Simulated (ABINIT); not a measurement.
Write the native input for ABINIT 10.8.3 (patched build) that does the following.

```
Task                : single point
Functional          : PBE
Potentials or basis : JTH PAW PBE v2.0
Cutoff              : 707 eV
k mesh              : 11 × 11 × 11
Occupations         : fermi-dirac, width 0.05 eV
Spin                : no spin polarisation
Fine-grid cutoff    : 1306.15 eV
```

Cu:

```xyz
2
Lattice="1.2185 -3.9764 0.0000 1.2185 3.9764 0.0000 0.0000 0.0000 2.4755" Properties=species:S:1:pos:R:3 pbc="T T T"
Cu    1.2185   -2.9118    1.8566
Cu    1.2185    2.9118    0.6189
```

This isn't the form of Cu at room conditions, which is fcc.

One way to write it, as run:

run.abi

```
pp_dirpath "./"
pseudos "Cu.GGA_PBE-JTH.xml"

acell 7.8591335051 7.8591335051 4.6780085622
rprim
     0.2929792025    -0.9561188142     0.0000000000
     0.2929792025     0.9561188142     0.0000000000
     0.0000000000     0.0000000000     1.0000000000
ntypat 1
znucl 29
natom 2
typat 1 1
xcart
     2.3025626669    -5.5024463330     3.5085064216
     2.3025626669     5.5024463330     1.1695021405
chkprim 0
chksymtnons 0
tolsym 1.0e-6

ecut 26.0
pawecutdg 48.0
pawxcdev 0

kptopt 1
ngkpt 11 11 11
nshiftk 1
shiftk 0.0 0.0 0.0

ixc 11

nband 23
occopt 3
tsmear 0.05 eV

nstep 100
tolvrs 1.0e-9

iomode 3
prtwf 0
prtden 0
prteig 0
prtebands 0
enunit 1
```

Potentials or basis: JTH PAW PBE v2.0.

Command:

```bash
$ abinit run.abi > log 2>&1
```

Results of the run:

```json
{
 "Pressure": "6.5 GPa",
 "Largest force": "0.045 eV/Å",
 "Band gap on the k mesh": "none (metal or under the smearing width)",
 "Valence electrons inside the program's atomic spheres": "Cu 17.39 (radii [1.0588] Å)"
}
```

Run time: 4.2 min on 1 thread of Arm Neoverse V1, with other jobs on the host, peak memory 0.24 GiB.
